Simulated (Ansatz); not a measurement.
The system is CoO.

```
CELL_PARAMETERS angstrom
-1.50800 1.50800 2.10725
1.50800 -1.50800 2.10725
1.50800 1.50800 -2.10725
ATOMIC_POSITIONS crystal
Co 0.00000 0.00000 0.00000
O 0.50000 0.50000 0.00000
```

* Program: Ansatz 0.2.0
* Task: relaxation of cell and atoms
* Functional: BLYP
* Potentials or basis: Ansatz PAW
* Cutoff: 420 eV (not typed: the program's choice for these potentials)
* k mesh: 12 × 12 × 12
* Occupations: fermi-dirac, width 0.05 eV
* Spin: collinear spin, ferromagnetic start
* Starting moments: [2.0, 0.0] μB

At the start: volume 9.58 Å³/atom.

Problem. Where does the relaxation end?

Solution. It ends after 14 steps and the volume is 10.12 Å³/atom (+5.6 %); space group I4/mmm (No. 139, to 0.05 Å); moment 2.88 μB per cell.

The path:
```csv
step,energy change (eV),largest force (eV/Å),volume (Å³)
1,0.0000,0.0000,19.17
2,-0.0090,0.0000,19.52
3,-0.0110,0.0000,19.95
4,-0.0111,0.0000,19.93
5,-0.0115,0.0000,19.90
6,-0.0126,0.0000,19.74
7,-0.0128,0.0000,20.08
8,-0.0132,0.0000,20.05
9,-0.0218,0.0000,20.05
10,-0.0219,0.0000,20.18
11,-0.0218,0.0000,20.21
12,-0.0227,0.0000,20.21
13,-0.0227,0.0000,20.24
14,-0.0228,0.0000,20.24
```

Final structure:
```
Co O
1.0
    -1.57655    1.57655    2.03529
     1.57655   -1.57655    2.03529
     1.57655    1.57655   -2.03529
Co O
1 1
Direct
  0.00000 0.00000 0.00000
  0.50000 0.50000 0.00000
```

Caveat: the plane-wave basis is chosen anew once the cell has moved, so the energies of steps on either side of that aren't comparable; the pressure holds a Pulay correction of +0.9 GPa for the finite cutoff; a cell with one magnetic atom can't hold antiferromagnetic order, which such compounds often take; the PAW data sets come from PBE, with cores solved anew for the run's functional, which leaves a small shift of forces and pressure.
